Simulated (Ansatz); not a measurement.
# ZnS (Wurtzite-2H) in Ansatz: convergence with k mesh

Input of the first run (k mesh 3 × 3 × 2); the others differ in this setting and in those tied to it:

File input.yaml:

```yaml
crystal:
  lattice:
    - [3.811, 0.0, 0.0]
    - [-1.9055, 3.3004228138, 0.0]
    - [0.0, 0.0, 6.234]
  atoms:
    - { symbol: Zn, position: [0.6666666667, 0.3333333333, 0.5] }
    - { symbol: Zn, position: [0.3333333333, 0.6666666667, 0.0] }
    - { symbol: S, position: [0.6666666667, 0.3333333333, 0.885] }
    - { symbol: S, position: [0.3333333333, 0.6666666667, 0.385] }
hamiltonian:
  xc: pbesol
  pseudopotentials: { kind: paw }
kpoints:
  mp_grid: { grid: [3, 3, 2] }
scf:
  occupations: { method: fermi_dirac, width: 0.05 }
output:
  forces: true
  stress: true
  eigenvalues: true
```

Potentials or basis: Ansatz PAW.

Command:

```bash
$ ansatz run input.yaml --threads 2 --pin off --max-ram 5632MiB --backend cpu --events-out ev --progress --plain --runs-dir out
```

Hardware: 2 threads of Intel(R) Xeon(R) Processor @ 2.50GHz (Skylake/Cascade Lake), with other jobs on the host.

| k mesh | energy less the tightest run, at zero smearing (meV/atom) | pressure (GPa) | largest force (eV/Å) | gap on the mesh (eV) | SCF cycles | CPU time (s) | peak memory (GiB) |
| --- | --- | --- | --- | --- | --- | --- | --- |
| 3 × 3 × 2 | 60.86 | -0.64 | 0.357 | 2.096 | 7 | 2.9 | 0.32 |
| 4 × 4 × 2 | 13.32 | -1.16 | 0.321 | 2.105 | 7 | 3.2 | 0.33 |
| 5 × 5 × 3 | 3.90 | -1.24 | 0.310 | 2.108 | 7 | 4 | 0.32 |
| 6 × 6 × 3 | 1.44 | -1.27 | 0.308 | 2.109 | 7 | 5.1 | 0.33 |
| 7 × 7 × 4 | 0.30 | -1.29 | 0.307 | 2.109 | 7 | 7.5 | 0.34 |
| 9 × 9 × 5 | 0.04 | -1.29 | 0.306 | 2.110 | 7 | 11 | 0.35 |
| 11 × 11 × 6 | 0.00 | -1.29 | 0.306 | 2.110 | 7 | 18 | 0.39 |
| 13 × 13 × 7 | 0.00 | -1.29 | 0.306 | 2.110 | 7 | 23 | 0.41 |

Against the tightest run, the energy stays within 1 meV/atom from 7 × 7 × 4 on; the pressure stays within 0.1 GPa from 5 × 5 × 3 on; the largest force stays within 0.005 eV/Å from 5 × 5 × 3 on; the gap on the mesh stays within 0.01 eV from 4 × 4 × 2 on. Meshes of other sizes hit other points, so gaps and Fermi surfaces needn't settle smoothly. The tightest run that finished is the yardstick and may itself not be fully converged.

Caveat, for the tightest run too: odd divisions of the mesh miss points on the zone boundary, where band edges often lie, so the gap on the mesh can be too wide; the PAW data sets come from PBE, with cores solved anew for the run's functional, which leaves a small shift of forces and pressure.
